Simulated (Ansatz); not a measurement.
Si:

```xyz
2
Lattice="-2.3714 2.3714 1.3293 2.3714 -2.3714 1.3293 2.3714 2.3714 -1.3293" Properties=species:S:1:pos:R:3 pbc="T T T"
Si    0.0000    0.0000    1.3293
Si    2.3714    0.0000    0.6646
```

This isn't the form of Si at room conditions, which is diamond.

* Program: Ansatz 0.2.0
* Task: single point
* Functional: PBE
* Potentials or basis: all-electron LAPW, scalar-relativistic
* Cutoff: 190 eV (chosen from the basis error)
* Basis error allowed: 0.001 eV/atom
* k mesh: 11 × 11 × 11
* Occupations: fermi-dirac, width 0.05 eV
* Spin: no spin polarisation

On this cell: pressure 3.2 GPa; largest force under 0.003 eV/Å; band gap on the k mesh none (metal or under the smearing width).

The same run follows on a disturbed copy (atoms moved at random, drawn with an rms of 0.05 Å):

```xyz
2
Lattice="-2.3714 2.3714 1.3293 2.3714 -2.3714 1.3293 2.3714 2.3714 -1.3293" Properties=species:S:1:pos:R:3 pbc="T T T"
Si   -0.0111   -0.0319    1.3488
Si    2.3673   -0.0200    0.6909
```

What changes?

The energy (extrapolated to zero smearing) moves by +0.3 meV/atom; pressure 3.2 GPa; largest force 0.079 eV/Å; band gap on the k mesh none (metal or under the smearing width).

Forces on the atoms (eV/Å):
```
Si   0.042  0.068  0.005
Si  -0.042 -0.068 -0.005
```

Stress tensor (GPa, compression positive):
```
 3.92 -0.02  0.03
-0.02  3.70 -0.04
 0.03 -0.04  2.08
```
